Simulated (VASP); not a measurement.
# K (Fm-3m) in VASP: single point with PBE

Aim: the single point of K with PBE.

Program: VASP 6.6.1. These are calculated values, not measurements. Logs are shortened: lines on timing, memory, paths and dates and some standing lists are left out, and cuts for length are marked.

**1. The crystal as given**

Symmetry: Fm-3m, No. 225, cubic system. Conventional cell: a = 5.408 Å, b = 5.408 Å, c = 5.408 Å, α = 90.00°, β = 90.00°, γ = 90.00°. Around K (site symmetry m-3m) lie 12 K at 3.82 Å.

The cell was built by a generator and needn't be a form met in nature.

**2. Single point, PBE**

Input file INCAR:

```
SYSTEM = K
ALGO = Fast ; EDIFF = 1E-7
ENCUT = 520 ; GGA = PE
ISIF = 2 ; ISMEAR = -1
LASPH = .True. ; LCHARG = .False.
LREAL = .False. ; LWAVE = .False.
NBANDS = 10 ; NELM = 100
PREC = Accurate ; SIGMA = 0.0349
```

Input file KPOINTS:

```
k-points
0
Gamma
  11 11 11
  0 0 0
```

Input file POSCAR:

```
K
1.0
    0.0000000000      2.7041490000      2.7041490000
    2.7041490000      0.0000000000      2.7041490000
    2.7041490000      2.7041490000      0.0000000000
K
1
Direct
    0.0000000000      0.0000000000      0.0000000000
```

Potentials or basis: VASP PAW PBE potentials, release 64 (K_sv).

Run with:

```sh
$ cat potpaw_PBE.64/K_sv/POTCAR > POTCAR
$ mpirun -np 1 vasp_std > vasp.out
```

OUTCAR:

```text
SYSTEM = K
   EDIFF = 1E-7
   ENCUT = 520
   GGA = PE
   ISIF = 2
   ISMEAR = -1
   LASPH = .True.
   LREAL = .False.
   NELM = 100
   PREC = Accurate

 ion  position               nearest neighbor table
   1  0.000  0.000  0.000-

  LATTYP: Found a face centered cubic cell.
 ALAT       =     5.4082980000

  Lattice vectors:

 A1 = (   0.0000000000,   2.7041490000,   2.7041490000)
 A2 = (   2.7041490000,   0.0000000000,   2.7041490000)
 A3 = (   2.7041490000,   2.7041490000,   0.0000000000)

Analysis of symmetry for initial positions (statically):
=====================================================================
 Subroutine PRICEL returns:
 Original cell was already a primitive cell.

 Routine SETGRP: Setting up the symmetry group for a
 face centered cubic supercell.

 Subroutine GETGRP returns: Found 48 space group operations
 (whereof 48 operations were pure point group operations)
 out of a pool of 48 trial point group operations.

The static configuration has the point symmetry O_h .

Analysis of symmetry for dynamics (positions and initial velocities):
=====================================================================
 Subroutine PRICEL returns:
 Original cell was already a primitive cell.

 Routine SETGRP: Setting up the symmetry group for a
 face centered cubic supercell.

 Subroutine GETGRP returns: Found 48 space group operations
 (whereof 48 operations were pure point group operations)
 out of a pool of 48 trial point group operations.

The dynamic configuration has the point symmetry O_h .

 Subroutine INISYM returns: Found 48 space group operations
 (whereof 48 operations are pure point group operations),
 and found     1 'primitive' translations

----------------------------------------------------------------------------------------

                                     Primitive cell

  volume of cell :      39.5478

  direct lattice vectors                    reciprocal lattice vectors
     0.000000000  2.704149000  2.704149000    -0.184901054  0.184901054  0.184901054
     2.704149000  0.000000000  2.704149000     0.184901054 -0.184901054  0.184901054
     2.704149000  2.704149000  0.000000000     0.184901054  0.184901054 -0.184901054

  length of vectors
[... 82 lines left out ...]
   EDIFFG = 0.1E-05   stopping-criterion for IOM
   NSW    =      0    number of steps for IOM
   IBRION =     -1    ionic relax: 0-MD 1-quasi-New 2-CG
   NFREE  =      0    steps in history (QN), initial steepest desc. (CG)
   ISIF   =      2    stress and relaxation
   ISYM   =      2    0-nonsym 1-usesym 2-fastsym
   POTIM  = 0.5000    time-step for ionic-motion
   TEBEG  =    0.0;   TEEND  =   0.0 temperature during run
   PSTRESS=    0.0 pullay stress
   NELECT =       9.0000    total number of electrons
   NUPDOWN=      -1.0000    fix difference up-down
   EMIN   =  10.00;   EMAX   =-10.00  energy-range for DOS
   EFERMI =   0.00;   METHOD = LEGACY
   ISMEAR =    -1;   SIGMA  =   0.03  broadening in eV -4-tet -1-fermi 0-gaus
   EFERMI_NEDOS =   21; number of points for ismear=-14 and -15
   IALGO  =     68    algorithm
   IMIX   =      4    mixing-type and parameters
     AMIX     =   0.40;   BMIX     =  1.00
     AMIX_MAG =   1.60;   BMIX_MAG =  1.00
  volume/ion in A,a.u.               =      39.55       266.88
  Fermi-wavevector in a.u.,A,eV,Ry     =   0.999498  1.888776 13.592156  0.998995
  Thomas-Fermi vector in A             =   2.131792
   LORBIT       =      0    0 simple, 1 ext, 2 COOP (PROOUT), +10 PAW based schemes
   GGA     = PE    functional components
   LHFCALC =     F    Hartree Fock is set to
   AEXX    =    0.0000 exact exchange contribution
   IVDW    =     0    specifies the selected vdW correction
   LEPSILON=     F    determine dielectric tensor
   LRPA    =     F    only Hartree local field effects (RPA)
 non-spin polarized calculation
 RMM-DIIS sequential band-by-band and
  energy-cutoff  :      520.00
  volume of cell :       39.55
 maximum number of plane-waves:      1074
   NGX = 15   NGY = 15   NGZ = 15

 number of electron       8.9999998 magnetization

 Free energy of the ion-electron system (eV)
  ---------------------------------------------------
  ext. energy  EPLUGINS =         0.00000000
  ---------------------------------------------------
  free energy    TOTEN  =        -0.58359065 eV

  energy without entropy =       -0.58080438  energy(sigma->0) =       -0.58219752

 E-fermi :   1.9185     XC(G=0):  -7.4104

 val. band max:        1.9179884885   @ k =  -0.2727   0.2727   0.0000
 cond. band min:       1.9976282164   @ k =  -0.2727   0.2727   0.0909
 fundamental gap:      0.0796397279
 Fermi energy:         1.9184567954

 k-point     1 :       0.0000    0.0000    0.0000
  band No.  band energies     occupation
      1     -30.2867      2.00000
      2     -13.5621      2.00000
      3     -13.5621      2.00000
      4     -13.5621      2.00000
      5      -1.2859      2.00000
      6       6.3899      0.00000
      7       6.3899      0.00000
      8       6.3899      0.00000
      9       8.2596      0.00000
     10       8.2596      0.00000
[... 287 lines left out ...]
 k-point    24 :      -0.1818    0.1818    0.0000
  band No.  band energies     occupation
      1     -30.2478      2.00000
      2     -13.8408      2.00000
      3     -13.6724      2.00000
      4     -13.5913      2.00000
      5       0.3466      2.00000
      6       4.7133      0.00000
      7       5.6808      0.00000
      8       7.0214      0.00000
      9       7.2743      0.00000
     10       9.0204      0.00000

 [... further k-points ...]

------------------------ aborting loop because EDIFF is reached ----------------------------------------

  FORCE on cell =-STRESS in cart. coord.  units (eV):
  Direction    XX          YY          ZZ          XY          YZ          ZX
  --------------------------------------------------------------------------------------
  -------------------------------------------------------------------------------------
  Total        1.7295181      1.7295181      1.7295181      0.0000000      0.0000000     -0.0000000
  in kB       70.0670505     70.0670505     70.0670505      0.0000000      0.0000000     -0.0000000
  external PRESSURE =      70.0670505 kB  Pullay stress =       0.0000000 kB

 VOLUME and BASIS-vectors are now :
 -----------------------------------------------------------------------------
  energy-cutoff  :      520.00
  volume of cell :       39.55
      direct lattice vectors                 reciprocal lattice vectors
     0.000000000  2.704149000  2.704149000    -0.184901054  0.184901054  0.184901054
     2.704149000  0.000000000  2.704149000     0.184901054 -0.184901054  0.184901054
     2.704149000  2.704149000  0.000000000     0.184901054  0.184901054 -0.184901054

 POSITION                                       TOTAL-FORCE (eV/Angst)
 -----------------------------------------------------------------------------------
      0.00000      0.00000      0.00000         0.000000      0.000000      0.000000
 -----------------------------------------------------------------------------------
    total drift:                               -0.000000     -0.000000     -0.000000

  FREE ENERGIE OF THE ION-ELECTRON SYSTEM (eV)
  ---------------------------------------------------
  free  energy   TOTEN  =        -0.5835906497 eV

  energy  without entropy=       -0.5808043836  energy(sigma->0) =       -0.58219752
```

Run time: 18 s. Hardware: 1 thread of Intel Xeon 6975P-C (Granite Rapids), shared host; peak memory 0.16 GiB.

Results:

```
Free energy            : -0.5836 eV
Pressure               : 7.0 GPa
Band gap on the k mesh : none (metal or under the smearing width)
```
